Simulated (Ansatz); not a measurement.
# Cu: further runs on the relaxed cell

The task here is to estimate one member of a computed series from the others.

Method: DFT r2SCAN, scalar-relativistic, plane waves, PAW, in Ansatz 0.2.0.

1 further run of the same task is left out (set aside as unsound or not needed).

**The structure to begin with**

Symmetry: I4/mmm, No. 139, tetragonal system. Conventional cell: a = 2.895 Å, b = 2.895 Å, c = 2.739 Å, α = 90.00°, β = 90.00°, γ = 90.00°. Cu (site symmetry 4/mmm) has 10 Cu at 2.46 to 2.74 Å as nearest neighbours.

Structure file:

```cif
data_structure
_symmetry_space_group_name_H-M 'P 1'
_symmetry_Int_Tables_number 1
_cell_length_a 2.4631
_cell_length_b 2.4631
_cell_length_c 2.4631
_cell_angle_alpha 108.003
_cell_angle_beta 108.003
_cell_angle_gamma 112.449
_cell_volume 11.48
loop_
_atom_site_label
_atom_site_type_symbol
_atom_site_fract_x
_atom_site_fract_y
_atom_site_fract_z
_atom_site_occupancy
Cu1 Cu 0.00000 0.00000 0.00000 1
```

It goes back to an entry of the Materials Project, which need not be the stable form.

This cell was relaxed beforehand with the same method: volume 11.48 Å³/atom, gap on the mesh none (metal).

The first run:

input.yaml

```yaml
crystal:
  lattice:
    - [-1.4476911077, 1.4476911077, 1.3693140242]
    - [1.4476911077, -1.4476911077, 1.3693140242]
    - [1.4476911077, 1.4476911077, -1.3693140242]
  atoms:
    - { symbol: Cu, position: [0.0, 0.0, 0.0] }
basis:
  ecutwfc: 500
kpoints:
  mp_grid: { grid: [20, 20, 20] }
  band_path:
    path:
      - [[0.0, 0.0, 0.0], [0.0, 0.0, 0.5], [-0.5, 0.5, 0.5], [0.0, 0.0, 0.0], [0.47366308, 0.47366308, -0.47366308]]
      - [[-0.47366308, 0.52633692, 0.47366308], [-0.5, 0.5, 0.5]]
      - [[0.0, 0.0, 0.5], [0.25, 0.25, 0.25], [0.0, 0.5, 0.0], [0.0, 0.0, 0.0]]
    npoints: 14
hamiltonian:
  xc: r2scan
scf:
  occupations: { method: gaussian, width: 0.1 }
  n_extra_bands: 6
output:
  forces: true
  stress: true
  eigenvalues: true
  populations: true
  dos: { projected: true, de: 0.02, nscf_kmesh: { grid: [30, 30, 30] } }
  bader: true
```

Run with:

```sh
ansatz run input.yaml --threads 1 --pin off --max-ram 2560MiB --backend cpu --events-out ev --progress --plain --runs-dir out
```

Steps of the session up to this table: Bands, states and charges; Back to the database's cell; Point at V/V0 = 0.97; The cell scaled to 1.03 of its volume; Point at V/V0 = 0.94; Point at V/V0 = 1.06; The cell scaled to 0.91 of its volume; The cell scaled to 1.10 of its volume; Volume × 0.88.

One of the session's tables, all rows but one given; the rest of the session is left out.

It belongs to the step «Equation of state». 

```
volume (Å³/atom)  energy above the lowest point (meV/atom)  pressure (GPa)
          10.102                                     107.0           28.26
          10.446                                         ?               ?
          10.791                                      23.5           11.63
          11.135                                       5.5            5.32
          11.479                                       0.0            0.02
          11.824                                       4.9           -4.38
          12.168                                      18.3           -8.04
          12.627                                      47.2          -11.94
```

Estimate the missing values for volume (Å³/atom) = 10.446.

Worked estimate for «energy above the lowest point (meV/atom)». A straight line through the neighbours (10.102, 107.0) and (10.791, 23.5) gives 107.0 + (23.5 − 107.0) × (10.446 − 10.102) / (10.791 − 10.102) = 65.3; a parabola fitted to 3 rows on both sides gives 57.4.

**Answer.** energy above the lowest point (meV/atom): 56.4; pressure (GPa): 19.20. In «energy above the lowest point (meV/atom)» the line misses by +8.9 and the parabola by +1.0.
